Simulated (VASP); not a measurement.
# ZrC (Fm-3m) in VASP: further runs, part 2 of 3

VASP 6.6.1.

## 3. Electric field gradients, PBE

The input, INCAR:

```
ALGO = Normal
EDIFF = 1E-8
ENCUT = 520
GGA = PE
ISIF = 2
ISMEAR = -1
LASPH = True
LCHARG = False
LEFG = True
LREAL = False
LWAVE = False
NBANDS = 15
NELM = 100
PREC = Accurate
SIGMA = 0.05
```

The input, KPOINTS:

```
k-points
0
Gamma
  8 8 8
```

The input, POSCAR:

```
ZrC
1.0
    0.0000000000      2.3502100000      2.3502100000
    2.3502100000      0.0000000000      2.3502100000
    2.3502100000      2.3502100000      0.0000000000
Zr C
1 1
Direct
    0.5000000000      0.5000000000      0.5000000000
    0.0000000000      0.0000000000      0.0000000000
```

Potentials or basis: VASP PAW PBE potentials, release 64 (Zr_sv, C).

Started as:

```sh
> cat potpaw_PBE.64/Zr_sv/POTCAR potpaw_PBE.64/C/POTCAR > POTCAR
> mpirun -np 1 vasp_std > vasp.out
```

OUTCAR:

```text
EDIFF = 1E-8
   ENCUT = 520
   GGA = PE
   ISIF = 2
   ISMEAR = -1
   LASPH = True
   LREAL = False
   NELM = 100
   PREC = Accurate

 ion  position               nearest neighbor table
   1  0.500  0.500  0.500-   2 2.35   2 2.35   2 2.35   2 2.35   2 2.35   2 2.35
   2  0.000  0.000  0.000-   1 2.35   1 2.35   1 2.35   1 2.35   1 2.35   1 2.35

  LATTYP: Found a face centered cubic cell.
 ALAT       =     4.7004200000

  Lattice vectors:

 A1 = (   0.0000000000,   2.3502100000,   2.3502100000)
 A2 = (   2.3502100000,   0.0000000000,   2.3502100000)
 A3 = (   2.3502100000,   2.3502100000,   0.0000000000)

Analysis of symmetry for initial positions (statically):
=====================================================================
 Subroutine PRICEL returns:
 Original cell was already a primitive cell.

 Routine SETGRP: Setting up the symmetry group for a
 face centered cubic supercell.

 Subroutine GETGRP returns: Found 48 space group operations
 (whereof 48 operations were pure point group operations)
 out of a pool of 48 trial point group operations.

The static configuration has the point symmetry O_h .

Analysis of symmetry for dynamics (positions and initial velocities):
=====================================================================
 Subroutine PRICEL returns:
 Original cell was already a primitive cell.

 Routine SETGRP: Setting up the symmetry group for a
 face centered cubic supercell.

 Subroutine GETGRP returns: Found 48 space group operations
 (whereof 48 operations were pure point group operations)
 out of a pool of 48 trial point group operations.

The dynamic configuration has the point symmetry O_h .

 Subroutine INISYM returns: Found 48 space group operations
 (whereof 48 operations are pure point group operations),
 and found     1 'primitive' translations

----------------------------------------------------------------------------------------

                                     Primitive cell

  volume of cell :      25.9627

  direct lattice vectors                    reciprocal lattice vectors
     0.000000000  2.350210000  2.350210000    -0.212746946  0.212746946  0.212746946
     2.350210000  0.000000000  2.350210000     0.212746946 -0.212746946  0.212746946
     2.350210000  2.350210000  0.000000000     0.212746946  0.212746946 -0.212746946

  length of vectors
     3.323698856  3.323698856  3.323698856     0.368488520  0.368488520  0.368488520

  position of ions in fractional coordinates (direct lattice)
     0.500000000  0.500000000  0.500000000
     0.000000000  0.000000000  0.000000000

  ion indices of the primitive-cell ions
   primitive index   ion index
                 1           1
                 2           2

----------------------------------------------------------------------------------------

 KPOINTS: k-points

Automatic generation of k-mesh.
 Grid dimensions read from file:
 generate k-points for:    8    8    8

[... 81 lines left out ...]
   IMIX   =      4    mixing-type and parameters
     AMIX     =   0.40;   BMIX     =  1.00
     AMIX_MAG =   1.60;   BMIX_MAG =  1.00
  volume/ion in A,a.u.               =      12.98        87.60
  Fermi-wavevector in a.u.,A,eV,Ry     =   1.393151  2.632673 26.407131  1.940869
  Thomas-Fermi vector in A             =   2.516825
   LORBIT       =      0    0 simple, 1 ext, 2 COOP (PROOUT), +10 PAW based schemes
   GGA     = PE    functional components
   LHFCALC =     F    Hartree Fock is set to
   AEXX    =    0.0000 exact exchange contribution
   IVDW    =     0    specifies the selected vdW correction
   LEPSILON=     F    determine dielectric tensor
   LRPA    =     F    only Hartree local field effects (RPA)
 non-spin polarized calculation
  energy-cutoff  :      520.00
  volume of cell :       25.96
 maximum number of plane-waves:       725
 NGX is ok and might be reduce to    28
   NGX = 13   NGY = 13   NGZ = 13

 number of electron      16.0000000 magnetization

 Free energy of the ion-electron system (eV)
  ---------------------------------------------------
  ext. energy  EPLUGINS =         0.00000000
  ---------------------------------------------------
  free energy    TOTEN  =       -19.45986923 eV

  energy without entropy =      -19.45699968  energy(sigma->0) =      -19.45843446

 E-fermi :   9.5684     XC(G=0): -12.1330

 val. band max:        9.5576162092   @ k =   0.1250   0.1250   0.0000
 cond. band min:       9.6735488485   @ k =   0.5000   0.5000   0.0000
 fundamental gap:      0.1159326393
 Fermi energy:         9.5683878238

 k-point     1 :       0.0000    0.0000    0.0000
  band No.  band energies     occupation
      1     -38.4923      2.00000
      2     -16.2028      2.00000
      3     -16.2028      2.00000
      4     -16.2028      2.00000
      5      -1.6923      2.00000
      6      10.5497      0.00000
      7      10.5497      0.00000
      8      10.5497      0.00000
      9      10.7070      0.00000
     10      10.7070      0.00000
     11      10.7070      0.00000
     12      12.4253      0.00000
     13      12.4253      0.00000
     14      16.9226      0.00000
[... 401 lines left out ...]
      2     -16.9246      2.00000
      3     -16.5022      2.00000
      4     -16.3559      2.00000
      5       0.7127      2.00000
      6       5.3568      2.00000
      7       7.0940      2.00000
      8       7.2138      2.00000
      9      12.9931      0.00000
     10      13.4203      0.00000
     11      14.8768      0.00000
     12      17.6377      0.00000
     13      18.3910      0.00000
     14      19.8756      0.00000
     15      23.2826      0.00000

 [... further k-points ...]

------------------------ aborting loop because EDIFF is reached ----------------------------------------

  FORCE on cell =-STRESS in cart. coord.  units (eV):
  Direction    XX          YY          ZZ          XY          YZ          ZX
  --------------------------------------------------------------------------------------
  -------------------------------------------------------------------------------------
  Total        0.2312162      0.2312162      0.2312162      0.0000000      0.0000000     -0.0000000
  in kB       14.2685142     14.2685142     14.2685142      0.0000000      0.0000000     -0.0000000
  external PRESSURE =      14.2685142 kB  Pullay stress =       0.0000000 kB

 VOLUME and BASIS-vectors are now :
 -----------------------------------------------------------------------------
  energy-cutoff  :      520.00
  volume of cell :       25.96
      direct lattice vectors                 reciprocal lattice vectors
     0.000000000  2.350210000  2.350210000    -0.212746946  0.212746946  0.212746946
     2.350210000  0.000000000  2.350210000     0.212746946 -0.212746946  0.212746946
     2.350210000  2.350210000  0.000000000     0.212746946  0.212746946 -0.212746946

 POSITION                                       TOTAL-FORCE (eV/Angst)
 -----------------------------------------------------------------------------------
      2.35021      2.35021      2.35021        -0.000000     -0.000000     -0.000000
      0.00000      0.00000      0.00000         0.000000      0.000000      0.000000
 -----------------------------------------------------------------------------------
    total drift:                                0.000000      0.000000      0.000000

  FREE ENERGIE OF THE ION-ELECTRON SYSTEM (eV)
  ---------------------------------------------------
  free  energy   TOTEN  =       -19.4598692274 eV

  energy  without entropy=      -19.4569996839  energy(sigma->0) =      -19.45843446

 Electric field gradients (V/A^2)
---------------------------------------------------------------------
 ion       V_xx      V_yy      V_zz      V_xy      V_xz      V_yz
---------------------------------------------------------------------
   1      -0.000    -0.000    -0.000    -0.000    -0.000    -0.000
   2       0.000    -0.000    -0.000    -0.000    -0.000    -0.000
---------------------------------------------------------------------

 Electric field gradients after diagonalization (V/A^2)
 (convention: |V_zz| > |V_xx| > |V_yy|)
----------------------------------------------------------------------
 ion       V_xx      V_yy      V_zz     asymmetry (V_yy - V_xx)/ V_zz
----------------------------------------------------------------------
   1       0.000     0.000    -0.000       0.000
   2       0.000     0.000    -0.000       0.000
----------------------------------------------------------------------

           NMR quadrupolar parameters

 Cq : quadrupolar parameter    Cq=e*Q*V_zz/h
 eta: asymmetry parameters     (V_yy - V_xx)/ V_zz
 Q  : nuclear electric quadrupole moment in mb (millibarn)
----------------------------------------------------------------------
 ion       Cq(MHz)       eta       Q (mb)
----------------------------------------------------------------------
   1      -0.000       0.000       1.000
   2      -0.000       0.000       1.000
----------------------------------------------------------------------
```

stdout:

```text
POSCAR found type information on POSCAR ZrC
 POSCAR found :  2 types and       2 ions
 scaLAPACK will be used
 LDA part: xc-table for (Slater+PW92), standard interpolation
 POSCAR, INCAR and KPOINTS ok, starting setup
 FFT: planning ... GRIDC
 FFT: planning ... GRID_SOFT
 FFT: planning ... GRID
 WAVECAR not read
 entering main loop
ion   1

ion   2
```

Run time: 8.4 s. Hardware: 1 thread of Intel Xeon 6975P-C (Granite Rapids), shared host; peak memory 0.16 GiB.

Results:

```yaml
Free_energy: -19.4599 eV
Pressure: 1.4 GPa
Band_gap_on_the_k_mesh: none (metal or under the smearing width)
```

Levels at points of the mesh, in eV from the Fermi level:
```
           k point  band 6  band 7  band 8  band 9  band 10  band 11
(0.00, 0.00, 0.00)    0.98    0.98    0.98    1.14     1.14     1.14
(0.50, 0.00, 0.00)   -5.25   -2.89   -2.89    4.55     4.55     5.38
(0.50, 0.50, 0.00)   -2.02   -1.71    0.11    0.11     4.50     5.71
```

Electric field gradients, principal values (V/Å²):
```
atom    Vxx    Vyy    Vzz
1 Zr  0.000  0.000  0.000
 2 C  0.000  0.000  0.000
```

## 4. Electric field gradients, PBE, non-collinear spin, zero start, spin-orbit coupling

The input, INCAR:

```
ALGO = Normal
EDIFF = 1E-8
ENCUT = 520
GGA = PE
GGA_COMPAT = False
ISIF = 2
ISMEAR = -1
LASPH = True
LCHARG = False
LEFG = True
LMAXMIX = 4
LORBIT = 11
LORBMOM = True
LREAL = False
LSORBIT = True
LWAVE = False
MAGMOM = 0 0 0 0 0 0
NBANDS = 28
NELM = 150
PREC = Accurate
SIGMA = 0.05
```

The input, KPOINTS:

```
k-points
0
Gamma
  15 15 15
```

POSCAR is that of step 3.

Potentials or basis: VASP PAW PBE potentials, release 64 (Zr_sv, C).

Started as:

```sh
> cat potpaw_PBE.64/Zr_sv/POTCAR potpaw_PBE.64/C/POTCAR > POTCAR
> mpirun -np 1 vasp_ncl > vasp.out
```

OUTCAR:

```text
EDIFF = 1E-8
   ENCUT = 520
   GGA = PE
   ISIF = 2
   ISMEAR = -1
   LASPH = True
   LORBIT = 11
   LREAL = False
   LSORBIT = True
   NELM = 150
   PREC = Accurate

 ion  position               nearest neighbor table
   1  0.500  0.500  0.500-   2 2.35   2 2.35   2 2.35   2 2.35   2 2.35   2 2.35
   2  0.000  0.000  0.000-   1 2.35   1 2.35   1 2.35   1 2.35   1 2.35   1 2.35

  LATTYP: Found a face centered cubic cell.
 ALAT       =     4.7004200000

  Lattice vectors:

 A1 = (   0.0000000000,   2.3502100000,   2.3502100000)
 A2 = (   2.3502100000,   0.0000000000,   2.3502100000)
 A3 = (   2.3502100000,   2.3502100000,   0.0000000000)

Analysis of symmetry for initial positions (statically):
=====================================================================
 Subroutine PRICEL returns:
 Original cell was already a primitive cell.

 Routine SETGRP: Setting up the symmetry group for a
 face centered cubic supercell.

 Subroutine GETGRP returns: Found 48 space group operations
 (whereof 48 operations were pure point group operations)
 out of a pool of 48 trial point group operations.

The static configuration has the point symmetry O_h .

Analysis of symmetry for dynamics (positions and initial velocities):
=====================================================================
 Subroutine PRICEL returns:
 Original cell was already a primitive cell.

 Routine SETGRP: Setting up the symmetry group for a
 face centered cubic supercell.

 Subroutine GETGRP returns: Found 48 space group operations
 (whereof 48 operations were pure point group operations)
 out of a pool of 48 trial point group operations.

The dynamic configuration has the point symmetry O_h .

Analysis of structural, dynamic, and magnetic symmetry:
=====================================================================
 Subroutine PRICEL returns:
 Original cell was already a primitive cell.

 Routine SETGRP: Setting up the symmetry group for a
[... 982 lines left out ...]

 # of ion     p       d       tot
 ----------------------------------------
  1         0.000  -0.000  -0.000
  2         0.000   0.000   0.000
 ----------------------------------------
            0.000  -0.000  -0.000

 orbital moment (z)

 # of ion     p       d       tot
 ----------------------------------------
  1         0.000   0.000   0.000
  2         0.000   0.000   0.000
 ----------------------------------------
            0.000   0.000   0.000

 Spin-Orbit-Coupling matrix elements

 Ion:    1  E_soc:     -0.1389773
 l=   1
     0.0000000    -0.0225911    -0.0225911
    -0.0225911     0.0000000    -0.0225911
    -0.0225911    -0.0225911     0.0000000
 l=   2
     0.0000000    -0.0001161     0.0000000    -0.0001161    -0.0004557
    -0.0001161     0.0000000    -0.0003418    -0.0001161    -0.0001139
     0.0000000    -0.0003418     0.0000000    -0.0003418     0.0000000
    -0.0001161    -0.0001161    -0.0003418     0.0000000    -0.0001139
    -0.0004557    -0.0001139     0.0000000    -0.0001139     0.0000000
 l=   3
     0.0000000     0.0000000     0.0000000     0.0000000     0.0000000     0.0000000     0.0000000
     0.0000000     0.0000000     0.0000000     0.0000000     0.0000000     0.0000000     0.0000000
     0.0000000     0.0000000     0.0000000     0.0000000     0.0000000     0.0000000     0.0000000
     0.0000000     0.0000000     0.0000000     0.0000000     0.0000000     0.0000000     0.0000000
     0.0000000     0.0000000     0.0000000     0.0000000     0.0000000     0.0000000     0.0000000
     0.0000000     0.0000000     0.0000000     0.0000000     0.0000000     0.0000000     0.0000000
     0.0000000     0.0000000     0.0000000     0.0000000     0.0000000     0.0000000     0.0000000

 Ion:    2  E_soc:     -0.0001144
 l=   1
     0.0000000    -0.0000191    -0.0000191
    -0.0000191     0.0000000    -0.0000191
    -0.0000191    -0.0000191     0.0000000
 l=   2
     0.0000000     0.0000000     0.0000000     0.0000000     0.0000000
     0.0000000     0.0000000     0.0000000     0.0000000     0.0000000
     0.0000000     0.0000000     0.0000000     0.0000000     0.0000000
     0.0000000     0.0000000     0.0000000     0.0000000     0.0000000
     0.0000000     0.0000000     0.0000000     0.0000000     0.0000000
 l=   3
     0.0000000     0.0000000     0.0000000     0.0000000     0.0000000     0.0000000     0.0000000
     0.0000000     0.0000000     0.0000000     0.0000000     0.0000000     0.0000000     0.0000000
     0.0000000     0.0000000     0.0000000     0.0000000     0.0000000     0.0000000     0.0000000
     0.0000000     0.0000000     0.0000000     0.0000000     0.0000000     0.0000000     0.0000000
     0.0000000     0.0000000     0.0000000     0.0000000     0.0000000     0.0000000     0.0000000
     0.0000000     0.0000000     0.0000000     0.0000000     0.0000000     0.0000000     0.0000000
     0.0000000     0.0000000     0.0000000     0.0000000     0.0000000     0.0000000     0.0000000

 total charge

# of ion       s       p       d       tot
------------------------------------------
    1        2.175   6.043   1.627   9.846
    2        0.886   1.474   0.000   2.361
--------------------------------------------------
tot          3.061   7.518   1.627  12.206

 magnetization (x)

# of ion       s       p       d       tot
------------------------------------------
    1        0.000   0.000  -0.000   0.000
    2        0.000   0.000   0.000   0.000
--------------------------------------------------
tot          0.000   0.000  -0.000   0.000

 magnetization (y)

# of ion       s       p       d       tot
------------------------------------------
    1       -0.000   0.000   0.000   0.000
    2        0.000   0.000   0.000   0.000
--------------------------------------------------
tot         -0.000   0.000   0.000   0.000

 magnetization (z)

# of ion       s       p       d       tot
------------------------------------------
    1       -0.000   0.000  -0.000  -0.000
    2       -0.000  -0.000   0.000  -0.000
--------------------------------------------------
tot         -0.000   0.000  -0.000  -0.000
```

Wall time 3.2 min (1 thread of Intel Xeon Platinum 8488C (Sapphire Rapids), shared host); peak memory 0.33 GiB.

Results:

```
Free energy                                           : -19.5318 eV
Pressure                                              : 1.4 GPa
Net moment                                            : 0.00 μB per cell
Valence electrons inside the program's atomic spheres : Zr 9.85; C 2.36
```

Moments on the atoms (μB; x, y, z):
```
Zr  0.00 0.00 0.00
C   0.00 0.00 0.00
```

Electric field gradients, principal values (V/Å²):
| atom | Vxx | Vyy | Vzz |
| --- | --- | --- | --- |
| 1 Zr | 0.000 | 0.000 | 0.000 |
| 2 C | 0.000 | 0.000 | 0.000 |

(Part 2 of 3 ends here.)
